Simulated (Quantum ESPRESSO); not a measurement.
# Cr (Im-3m) in Quantum ESPRESSO: notebook

The runs below take Cr through single point, equation of state, with PBE.

Everything below comes from runs of Quantum ESPRESSO 7.5. Logs are shortened: lines on timing, memory, paths and dates and some standing lists are left out, and cuts for length are marked.

**1. The structure**

Symmetry: Im-3m, No. 229, cubic system. Conventional cell: a = 2.969 Å, b = 2.969 Å, c = 2.969 Å, α = 90.00°, β = 90.00°, γ = 90.00°. Cr (site symmetry m-3m) has 8 Cr at 2.57 Å as nearest neighbours.

**2. Single point, PBE, collinear spin, ferromagnetic start, 12.30 Å³/atom**

File pw.in:

```
&CONTROL
  calculation = 'scf'
  prefix = 'pwscf'
  outdir = './tmp'
  pseudo_dir = './pseudo'
  tprnfor = .true.
  tstress = .true.
  disk_io = 'nowf'
/
&SYSTEM
  ibrav = 0
  nat = 1
  ntyp = 1
  ecutwfc = 45
  ecutrho = 360
  nbnd = 16
  occupations = 'smearing'
  smearing = 'fd'
  degauss = 0.00367493
  nspin = 2
  starting_magnetization(1) = 0.2143
/
&ELECTRONS
  conv_thr = 2d-10
  electron_maxstep = 120
  mixing_beta = 0.3
/
ATOMIC_SPECIES
Cr    51.9961 cr_pbe_v1.5.uspp.F.UPF
CELL_PARAMETERS angstrom
  -1.4541462833    1.4541462833    1.4541462833
   1.4541462833   -1.4541462833    1.4541462833
   1.4541462833    1.4541462833   -1.4541462833
ATOMIC_POSITIONS crystal
Cr     0.0000000000    0.0000000000    0.0000000000
K_POINTS automatic
12 12 12 0 0 0
```

Potentials or basis: GBRV 1.5 PBE.

On the command line:

```bash
OMP_NUM_THREADS=1 pw.x -in pw.in > pw.out
```

pw.out:

```text
This program is part of the open-source Quantum ESPRESSO suite
     for quantum simulation of materials; please cite
         "P. Giannozzi et al., J. Phys.:Condens. Matter 21 395502 (2009);
         "P. Giannozzi et al., J. Phys.:Condens. Matter 29 465901 (2017);
         "P. Giannozzi et al., J. Chem. Phys. 152 154105 (2020);
     in publications or presentations arising from this work. More details at

     Message from routine setup:
     using ibrav=0 with symmetry is DISCOURAGED, use correct ibrav instead

     G-vector sticks info
     --------------------
     sticks:   dense  smooth     PW     G-vecs:    dense   smooth      PW
     Sum         619     307    129                 9597     3367     935

     Using Slab Decomposition

     bravais-lattice index     =            0
     lattice parameter (alat)  =       4.7596  a.u.
     unit-cell volume          =      83.0005 (a.u.)^3
     number of atoms/cell      =            1
     number of atomic types    =            1
     number of electrons       =        14.00
     number of Kohn-Sham states=           16
     kinetic-energy cutoff     =      45.0000  Ry
     charge density cutoff     =     360.0000  Ry
     scf convergence threshold =      2.0E-10
     mixing beta               =       0.3000
     number of iterations used =            8  plain     mixing
     Exchange-correlation=  SLA  PW   PBX  PBC
                           (   1   4   3   4   0   0   0)

     celldm(1)=   4.759569  celldm(2)=   0.000000  celldm(3)=   0.000000
     celldm(4)=   0.000000  celldm(5)=   0.000000  celldm(6)=   0.000000

     crystal axes: (cart. coord. in units of alat)
               a(1) = (  -0.577350   0.577350   0.577350 )
               a(2) = (   0.577350  -0.577350   0.577350 )
               a(3) = (   0.577350   0.577350  -0.577350 )

     reciprocal axes: (cart. coord. in units 2 pi/alat)
               b(1) = ( -0.000000  0.866025  0.866025 )
               b(2) = (  0.866025 -0.000000  0.866025 )
               b(3) = (  0.866025  0.866025  0.000000 )

     PseudoPot. # 1 for Cr read from file:
     cr_pbe_v1.5.uspp.F.UPF
     Pseudo is Ultrasoft + core correction, Zval = 14.0
     Generated by new atomic code, or converted to UPF format
     Using radial grid of  857 points,  6 beta functions with:
                l(1) =   0
                l(2) =   0
                l(3) =   1
                l(4) =   1
                l(5) =   2
                l(6) =   2
     Q(r) pseudized with  8 coefficients,  rinner =    0.950   0.950   0.950
                                                       0.950   0.950

     atomic species   valence    mass     pseudopotential
     Cr               14.00    51.99610     Cr( 1.00)

     Starting magnetic structure
     atomic species   magnetization
     Cr              0.214

     48 Sym. Ops., with inversion, found

   Cartesian axes

     site n.     atom                  positions (alat units)
         1        Cr     tau(   1) = (   0.0000000   0.0000000   0.0000000  )

     number of k points=    72  Fermi-Dirac smearing, width (Ry)=  0.0037
                       cart. coord. in units 2pi/alat
        k(    1) = (   0.0000000   0.0000000   0.0000000), wk =   0.0005787
        k(    2) = (   0.0721688   0.0721688   0.0000000), wk =   0.0069444
        k(    3) = (   0.1443376   0.1443376   0.0000000), wk =   0.0069444
        k(    4) = (   0.2165064   0.2165064   0.0000000), wk =   0.0069444
        k(    5) = (   0.2886751   0.2886751   0.0000000), wk =   0.0069444
        k(    6) = (   0.3608439   0.3608439   0.0000000), wk =   0.0069444
[... 64 lines left out ...]
        k(   71) = (  -0.8660254  -0.0721688  -0.0721688), wk =   0.0069444
        k(   72) = (  -0.8660254  -0.8660254  -0.8660254), wk =   0.0005787

     Dense  grid:     9597 G-vectors     FFT dimensions: (  30,  30,  30)

     Smooth grid:     3367 G-vectors     FFT dimensions: (  24,  24,  24)

     Check: negative core charge=   -0.000012
     Generating pointlists ...
     new r_m :   0.4125 (alat units)  1.9633 (a.u.) for type    1

     Initial potential from superposition of free atoms

     starting charge      13.0000, renormalised to      14.0000

     negative rho (up, down):  6.301E-04 4.077E-04
     Starting wfcs are   10 randomized atomic wfcs +    6 random wfcs

     Self-consistent Calculation

     iteration #  1     ecut=    45.00 Ry     beta= 0.30
     Davidson diagonalization with overlap
     ethr =  1.00E-02,  avg # of iterations =  5.4

     negative rho (up, down):  6.806E-04 5.786E-04

     total energy              =    -175.17139057 Ry
     estimated scf accuracy    <       2.30612037 Ry

     total magnetization       =     0.53 Bohr mag/cell
     absolute magnetization    =     0.54 Bohr mag/cell

     iteration #  2     ecut=    45.00 Ry     beta= 0.30
     Davidson diagonalization with overlap
     ethr =  1.00E-02,  avg # of iterations =  1.4

     negative rho (up, down):  5.787E-04 6.501E-04

     total energy              =    -175.43698627 Ry
     estimated scf accuracy    <       0.11857199 Ry

     total magnetization       =     0.76 Bohr mag/cell
     absolute magnetization    =     0.78 Bohr mag/cell

     iteration #  3     ecut=    45.00 Ry     beta= 0.30
     Davidson diagonalization with overlap
     ethr =  8.47E-04,  avg # of iterations =  1.7

     negative rho (up, down):  1.937E-04 6.600E-04

     total energy              =    -175.47084184 Ry
     estimated scf accuracy    <       0.03018056 Ry

     total magnetization       =     0.65 Bohr mag/cell
     absolute magnetization    =     0.66 Bohr mag/cell

     iteration #  4     ecut=    45.00 Ry     beta= 0.30
     Davidson diagonalization with overlap
     ethr =  2.16E-04,  avg # of iterations =  1.7

     negative rho (up, down):  3.604E-04 6.592E-04

     total energy              =    -175.46834518 Ry
     estimated scf accuracy    <       0.06638903 Ry

     total magnetization       =     0.05 Bohr mag/cell
     absolute magnetization    =     0.10 Bohr mag/cell

     iteration #  5     ecut=    45.00 Ry     beta= 0.30
     Davidson diagonalization with overlap
     ethr =  2.16E-04,  avg # of iterations =  2.0

     negative rho (up, down):  2.593E-04 7.538E-04

     total energy              =    -175.48760760 Ry
     estimated scf accuracy    <       0.01436403 Ry

     total magnetization       =     0.07 Bohr mag/cell
     absolute magnetization    =     0.11 Bohr mag/cell

     iteration #  6     ecut=    45.00 Ry     beta= 0.30
     Davidson diagonalization with overlap
     ethr =  1.03E-04,  avg # of iterations =  1.1

     negative rho (up, down):  5.787E-04 4.648E-04

     total energy              =    -175.48056075 Ry
     estimated scf accuracy    <       0.02043392 Ry

     total magnetization       =     0.26 Bohr mag/cell
     absolute magnetization    =     0.30 Bohr mag/cell

     iteration #  7     ecut=    45.00 Ry     beta= 0.30
     Davidson diagonalization with overlap
     ethr =  1.03E-04,  avg # of iterations =  1.4

     negative rho (up, down):  4.942E-04 5.383E-04

     total energy              =    -175.49045655 Ry
     estimated scf accuracy    <       0.00069685 Ry

     total magnetization       =    -0.06 Bohr mag/cell
     absolute magnetization    =     0.06 Bohr mag/cell

     iteration #  8     ecut=    45.00 Ry     beta= 0.30
     Davidson diagonalization with overlap
     ethr =  4.98E-06,  avg # of iterations =  1.6

     negative rho (up, down):  4.976E-04 5.299E-04

     total energy              =    -175.49103383 Ry
     estimated scf accuracy    <       0.00010518 Ry

     total magnetization       =     0.02 Bohr mag/cell
     absolute magnetization    =     0.03 Bohr mag/cell

     iteration #  9     ecut=    45.00 Ry     beta= 0.30
     Davidson diagonalization with overlap
     ethr =  7.51E-07,  avg # of iterations =  1.1

     negative rho (up, down):  5.113E-04 5.191E-04

     total energy              =    -175.49107257 Ry
     estimated scf accuracy    <       0.00005082 Ry

     total magnetization       =     0.01 Bohr mag/cell
     absolute magnetization    =     0.02 Bohr mag/cell

     iteration # 10     ecut=    45.00 Ry     beta= 0.30
     Davidson diagonalization with overlap
     ethr =  3.63E-07,  avg # of iterations =  1.2

     negative rho (up, down):  5.111E-04 5.185E-04

     total energy              =    -175.49108592 Ry
     estimated scf accuracy    <       0.00000631 Ry

     total magnetization       =     0.00 Bohr mag/cell
     absolute magnetization    =     0.00 Bohr mag/cell

     iteration # 11     ecut=    45.00 Ry     beta= 0.30
     Davidson diagonalization with overlap
     ethr =  4.51E-08,  avg # of iterations =  1.5

     negative rho (up, down):  5.151E-04 5.155E-04

     total energy              =    -175.49108867 Ry
     estimated scf accuracy    <       0.00000453 Ry

     total magnetization       =     0.00 Bohr mag/cell
     absolute magnetization    =     0.00 Bohr mag/cell

     iteration # 12     ecut=    45.00 Ry     beta= 0.30
     Davidson diagonalization with overlap
     ethr =  3.24E-08,  avg # of iterations =  1.0

     negative rho (up, down):  5.150E-04 5.156E-04

     total energy              =    -175.49108991 Ry
     estimated scf accuracy    <          9.8E-09 Ry

     total magnetization       =     0.00 Bohr mag/cell
     absolute magnetization    =     0.00 Bohr mag/cell

     iteration # 13     ecut=    45.00 Ry     beta= 0.30
     Davidson diagonalization with overlap
     ethr =  7.03E-11,  avg # of iterations =  2.0

     negative rho (up, down):  5.151E-04 5.156E-04

     total energy              =    -175.49108993 Ry
     estimated scf accuracy    <       0.00000001 Ry

     total magnetization       =     0.00 Bohr mag/cell
     absolute magnetization    =     0.00 Bohr mag/cell

     iteration # 14     ecut=    45.00 Ry     beta= 0.30
     Davidson diagonalization with overlap
     ethr =  7.03E-11,  avg # of iterations =  1.0

     negative rho (up, down):  5.153E-04 5.153E-04

     total energy              =    -175.49108993 Ry
     estimated scf accuracy    <       0.00000001 Ry

     total magnetization       =     0.00 Bohr mag/cell
     absolute magnetization    =     0.00 Bohr mag/cell

     iteration # 15     ecut=    45.00 Ry     beta= 0.30
     Davidson diagonalization with overlap
     ethr =  7.03E-11,  avg # of iterations =  1.0

     negative rho (up, down):  5.153E-04 5.153E-04

     Magnetic moment per site  (integrated on atomic sphere of radius R)
     atom   1 (R=0.412)  charge= 12.2678  magn=  0.0000

     End of self-consistent calculation

     Number of k-points >= 100: set verbosity='high' to print the bands.

     the Fermi energy is    18.0823 ev

!    total energy              =    -175.49108994 Ry
     estimated scf accuracy    <          4.9E-11 Ry
     smearing contrib. (-TS)   =      -0.00038462 Ry
     internal energy E=F+TS    =    -175.49070532 Ry

     The total energy is F=E-TS. E is the sum of the following terms:
     one-electron contribution =     -61.28729208 Ry
     hartree contribution      =      37.96541297 Ry
     xc contribution           =     -22.38247390 Ry
     ewald contribution        =    -129.78635232 Ry

     total magnetization       =     0.00 Bohr mag/cell
     absolute magnetization    =     0.00 Bohr mag/cell

     convergence has been achieved in  15 iterations

     negative rho (up, down):  5.153E-04 5.153E-04

     Forces acting on atoms (cartesian axes, Ry/au):

     atom    1 type  1   force =     0.00000000    0.00000000    0.00000000

     Total force =     0.000000     Total SCF correction =     0.000000

     Computing stress (Cartesian axis) and pressure

     negative rho (up, down):  5.153E-04 5.153E-04
          total   stress  (Ry/bohr**3)                   (kbar)     P=     -146.23
  -0.00099404  -0.00000000  -0.00000000         -146.23       -0.00       -0.00
  -0.00000000  -0.00099404  -0.00000000           -0.00     -146.23       -0.00
  -0.00000000  -0.00000000  -0.00099404           -0.00       -0.00     -146.23

=------------------------------------------------------------------------------=
   JOB DONE.
=------------------------------------------------------------------------------=
```

It took 18 s on 1 thread of INTEL XEON PLATINUM 8581C at 2.10GHz (Emerald Rapids), shared host; peak memory 0.08 GiB.

What came out:

- Free energy: -2387.6779 eV
- Pressure: -14.6 GPa
- Band gap on the k mesh: none (metal or under the smearing width)
- Net moment: 0.00 μB per cell
- Absolute moment: 0.00 μB per cell
- Valence electrons inside the program's atomic spheres: Cr 12.27

Caveat: the starting moments collapsed, and a magnetic state may lie lower.

**3. Single point, PBE, collinear spin, ferromagnetic start, 12.56 Å³/atom**

pw.in, as its differences from that of step 2:

```diff
@@ -30,5 +30,5 @@
 CELL_PARAMETERS angstrom
-  -1.4541462833    1.4541462833    1.4541462833
-   1.4541462833   -1.4541462833    1.4541462833
-   1.4541462833    1.4541462833   -1.4541462833
+  -1.4643870875    1.4643870875    1.4643870875
+   1.4643870875   -1.4643870875    1.4643870875
+   1.4643870875    1.4643870875   -1.4643870875
 ATOMIC_POSITIONS crystal
```

Potentials or basis: GBRV 1.5 PBE.

On the command line:

```bash
OMP_NUM_THREADS=1 pw.x -in pw.in > pw.out
```

Run time: 16 s. Hardware: 1 thread of INTEL XEON PLATINUM 8581C at 2.10GHz (Emerald Rapids), shared host; peak memory 0.08 GiB.

It converged, with:

| Property | Result |
| --- | --- |
| Free energy | -2387.6510 eV |
| Pressure | -18.5 GPa |
| Band gap on the k mesh | none (metal or under the smearing width) |
| Net moment | 0.00 μB per cell |
| Absolute moment | 0.00 μB per cell |
| Valence electrons inside the program's atomic spheres | Cr 12.28 |

Caveat: the starting moments collapsed, and a magnetic state may lie lower.

**4. Single point, PBE, collinear spin, ferromagnetic start, 12.82 Å³/atom**

pw.in, as its differences from that of step 3:

```diff
@@ -30,5 +30,5 @@
 CELL_PARAMETERS angstrom
-  -1.4643870875    1.4643870875    1.4643870875
-   1.4643870875   -1.4643870875    1.4643870875
-   1.4643870875    1.4643870875   -1.4643870875
+  -1.4744866279    1.4744866279    1.4744866279
+   1.4744866279   -1.4744866279    1.4744866279
+   1.4744866279    1.4744866279   -1.4744866279
 ATOMIC_POSITIONS crystal
```

On the command line:

```bash
OMP_NUM_THREADS=1 pw.x -in pw.in > pw.out
```

It took 19 s on 1 thread of INTEL XEON PLATINUM 8581C at 2.10GHz (Emerald Rapids), shared host; peak memory 0.08 GiB.

The run converged. Its results:

| Quantity | Value |
| --- | --- |
| Free energy | -2387.6182 eV |
| Pressure | -21.9 GPa |
| Band gap on the k mesh | none (metal or under the smearing width) |
| Net moment | 0.00 μB per cell |
| Absolute moment | 0.00 μB per cell |
| Valence electrons inside the program's atomic spheres | Cr 12.30 |

Caveat: the starting moments collapsed, and a magnetic state may lie lower.

**5. Single point, PBE, collinear spin, ferromagnetic start, 13.08 Å³/atom**

pw.in, as its differences from that of step 4:

```diff
@@ -30,5 +30,5 @@
 CELL_PARAMETERS angstrom
-  -1.4744866279    1.4744866279    1.4744866279
-   1.4744866279   -1.4744866279    1.4744866279
-   1.4744866279    1.4744866279   -1.4744866279
+  -1.4844496776    1.4844496776    1.4844496776
+   1.4844496776   -1.4844496776    1.4844496776
+   1.4844496776    1.4844496776   -1.4844496776
 ATOMIC_POSITIONS crystal
```

On the command line:

```bash
OMP_NUM_THREADS=1 pw.x -in pw.in > pw.out
```

Run time: 16 s. Hardware: 1 thread of INTEL XEON PLATINUM 8581C at 2.10GHz (Emerald Rapids), shared host; peak memory 0.08 GiB.

Results (log left out):

```
Free energy                                           : -2387.5801 eV
Pressure                                              : -24.9 GPa
Band gap on the k mesh                                : none (metal or under the smearing width)
Net moment                                            : 0.00 μB per cell
Absolute moment                                       : 0.00 μB per cell
Valence electrons inside the program's atomic spheres : Cr 12.31
```

Caveat: the starting moments collapsed, and a magnetic state may lie lower.

**6. Single point, PBE, collinear spin, ferromagnetic start, 13.35 Å³/atom**

pw.in, as its differences from that of step 5:

```diff
@@ -30,5 +30,5 @@
 CELL_PARAMETERS angstrom
-  -1.4844496776    1.4844496776    1.4844496776
-   1.4844496776   -1.4844496776    1.4844496776
-   1.4844496776    1.4844496776   -1.4844496776
+  -1.4942807567    1.4942807567    1.4942807567
+   1.4942807567   -1.4942807567    1.4942807567
+   1.4942807567    1.4942807567   -1.4942807567
 ATOMIC_POSITIONS crystal
```

Potentials or basis: GBRV 1.5 PBE.

On the command line:

```bash
OMP_NUM_THREADS=1 pw.x -in pw.in > pw.out
```

Run time: 22 s. Hardware: 1 thread of INTEL XEON PLATINUM 8581C at 2.10GHz (Emerald Rapids), shared host; peak memory 0.08 GiB.

The run converged. Its results:

```
Free energy                                           : -2387.5373 eV
Pressure                                              : -27.6 GPa
Band gap on the k mesh                                : none (metal or under the smearing width)
Net moment                                            : 0.00 μB per cell
Absolute moment                                       : 0.00 μB per cell
Valence electrons inside the program's atomic spheres : Cr 12.33
```

Caveat: the starting moments collapsed, and a magnetic state may lie lower.

**7. Single point, PBE, collinear spin, ferromagnetic start, 13.61 Å³/atom**

pw.in, as its differences from that of step 6:

```diff
@@ -30,5 +30,5 @@
 CELL_PARAMETERS angstrom
-  -1.4942807567    1.4942807567    1.4942807567
-   1.4942807567   -1.4942807567    1.4942807567
-   1.4942807567    1.4942807567   -1.4942807567
+  -1.5039841504    1.5039841504    1.5039841504
+   1.5039841504   -1.5039841504    1.5039841504
+   1.5039841504    1.5039841504   -1.5039841504
 ATOMIC_POSITIONS crystal
```

On the command line:

```bash
OMP_NUM_THREADS=1 pw.x -in pw.in > pw.out
```

Run time: 26 s. Hardware: 1 thread of INTEL XEON PLATINUM 8581C at 2.10GHz (Emerald Rapids), shared host; peak memory 0.08 GiB.

Results (log left out):

```yaml
Free_energy: -2387.4904 eV
Pressure: -30.0 GPa
Band_gap_on_the_k_mesh: none (metal or under the smearing width)
Net_moment: 0.00 μB per cell
Absolute_moment: 0.00 μB per cell
Valence_electrons_inside_the_program's_atomic_spheres: Cr 12.34
```

Caveat: the starting moments collapsed, and a magnetic state may lie lower.

**8. Single point, PBE, collinear spin, ferromagnetic start, 13.87 Å³/atom**

pw.in, as its differences from that of step 7:

```diff
@@ -30,5 +30,5 @@
 CELL_PARAMETERS angstrom
-  -1.5039841504    1.5039841504    1.5039841504
-   1.5039841504   -1.5039841504    1.5039841504
-   1.5039841504    1.5039841504   -1.5039841504
+  -1.5135639255    1.5135639255    1.5135639255
+   1.5135639255   -1.5135639255    1.5135639255
+   1.5135639255    1.5135639255   -1.5135639255
 ATOMIC_POSITIONS crystal
```

On the command line:

```bash
OMP_NUM_THREADS=1 pw.x -in pw.in > pw.out
```

Wall time 18 s (1 thread of INTEL XEON PLATINUM 8581C at 2.10GHz (Emerald Rapids), shared host); peak memory 0.09 GiB.

The run converged. Its results:

```yaml
Free_energy: -2387.4399 eV
Pressure: -32.0 GPa
Band_gap_on_the_k_mesh: none (metal or under the smearing width)
Net_moment: 0.00 μB per cell
Absolute_moment: 0.00 μB per cell
Valence_electrons_inside_the_program's_atomic_spheres: Cr 12.35
```

Caveat: the cell as given lies far from equilibrium; the starting moments collapsed, and a magnetic state may lie lower.

**9. Equation of state, PBE, collinear spin, ferromagnetic start**

Potentials or basis: GBRV 1.5 PBE.

No new run: the results of the series are fitted here.

What came out:

* Equilibrium volume: 11.53 Å³/atom (rough: see the caveat)
* Bulk modulus: 260 GPa (rough)

Energy against volume, from the lowest point:
```
volume (Å³/atom)  energy (meV/atom)
          12.299               0.00
          12.561              26.89
          12.823              59.74
          13.084              97.84
          13.346             140.62
          13.608             187.51
          13.870             238.01
```

Caveat: the minimum lies outside the volumes run.
